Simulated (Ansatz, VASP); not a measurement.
P: VASP beside Ansatz

The input INCAR:

```
  PREC = Accurate
  ENCUT = 600
  EDIFF = 1E-6
  ISMEAR = -1
  SIGMA = 0.1
  LREAL = False
  LASPH = True
  NELM = 100
  ALGO = Normal
  ISIF = 3
  LWAVE = False
  LCHARG = False
  GGA = RP
  IBRION = 2
  NSW = 80
  EDIFFG = -0.01
```

The input KPOINTS:

```
regular mesh
0
Gamma
  8 8 12
```

File POSCAR:

```
P
1.0
    4.4144220315      0.0000000000      0.0000000000
   -2.2072110158      3.8230016223      0.0000000000
    0.0000000000      0.0000000000      2.7060407053
P
3
Direct
    0.0000000000      0.0000000000      0.0000000000
    0.3333333333      0.6666666667      0.5000000000
    0.6666666667      0.3333333333      0.5000000000
```

Input for Ansatz:

```yaml
crystal:
  lattice:
    - [4.4144220315, 0.0, 0.0]
    - [-2.2072110158, 3.8230016223, 0.0]
    - [0.0, 0.0, 2.7060407053]
  atoms:
    - { symbol: P, position: [0.0, 0.0, 0.0] }
    - { symbol: P, position: [0.3333333333, 0.6666666667, 0.5] }
    - { symbol: P, position: [0.6666666667, 0.3333333333, 0.5] }
hamiltonian:
  xc: rpbe
  pseudopotentials:
    kind: paw
    azcp:
      P: "pseudopotentials/P.paw.azcp"
basis:
  ecutwfc: 420
  fft_grid_basis: typed
kpoints:
  mp_grid: { grid: [8, 8, 12], shift: [0, 0, 0] }
magnetization:
  spin_polarized: false
scf:
  occupations: { method: fermi_dirac, width: 0.1 }
relax:
  max_steps: 60
  f_tol: 0.01
  cell: {}
```

The cell was built by a generator and needn't be a form met in nature.

Alike in both runs: task relaxation of cell and atoms; functional RPBE; k mesh 8 × 8 × 12; occupations fermi-dirac, width 0.1 eV; no spin polarisation.

```csv
,VASP,Ansatz
version,VASP 6.6.1,Ansatz 0.2.0
potentials or method,"VASP PAW PBE potentials, release 64 (P)","plane waves (420 eV) with PAW, scalar-relativistic"
plane-wave cutoff (eV),600,420
valence electrons in the cell,15,15
```

```tsv
	VASP	Ansatz	Ansatz less VASP
relaxed volume (Å³/atom)	14.51	14.61	+0.093
relaxed cell length with the largest relative difference (Å)	4.467	4.478	+0.0109
energy change over the relaxation (meV/atom)	-34	-32	+2.2
```

Caveats: the PAW data sets were made with another functional, which shifts forces and pressure a little (VASP).
